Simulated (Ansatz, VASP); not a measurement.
Ge: VASP beside Ansatz

```
Ge
1.0
     0.00000    2.82891    2.82891
     2.82891    0.00000    2.82891
     2.82891    2.82891    0.00000
Ge
2
Direct
  0.75000 0.75000 0.75000
  0.50000 0.50000 0.50000
```

Alike in both runs: task relaxation of cell and atoms; functional PBE; k mesh 8 × 8 × 8; occupations fermi-dirac, width 0.05 eV; no spin polarisation.

|  | VASP | Ansatz |
| --- | --- | --- |
| version | VASP 6.6.1 | Ansatz 0.2.0 |
| potentials or method | VASP PAW PBE potentials, release 64 (Ge_d_GW) | Ansatz PAW |
| plane-wave cutoff (eV) | 630 | 420 |
| valence electrons in the cell | 28 | 28 |

VASP gave:

- gap on the k mesh at the Fermi level, each at its own relaxed structure (eV): none
- relaxed volume (Å³/atom): 23.86
- relaxed cell length with the largest relative difference (Å): 4.072
- energy change over the relaxation (meV/atom): -13

Q: What did Ansatz give for the same quantities?

A: gap on the k mesh at the Fermi level, each at its own relaxed structure (eV): none; relaxed volume (Å³/atom): 23.91; relaxed cell length with the largest relative difference (Å): 4.074; energy change over the relaxation (meV/atom): -14.

A gap of «none» marks a metal or a gap that the smearing closes.

Caveats: this crystal is a semiconductor, whose small gap the functional closes, so the metal is an error of the method; the plane-wave basis is chosen anew once the cell has moved, so the energies of steps on either side of that aren't comparable (Ansatz). Zero-point motion and thermal expansion aren't in these numbers.
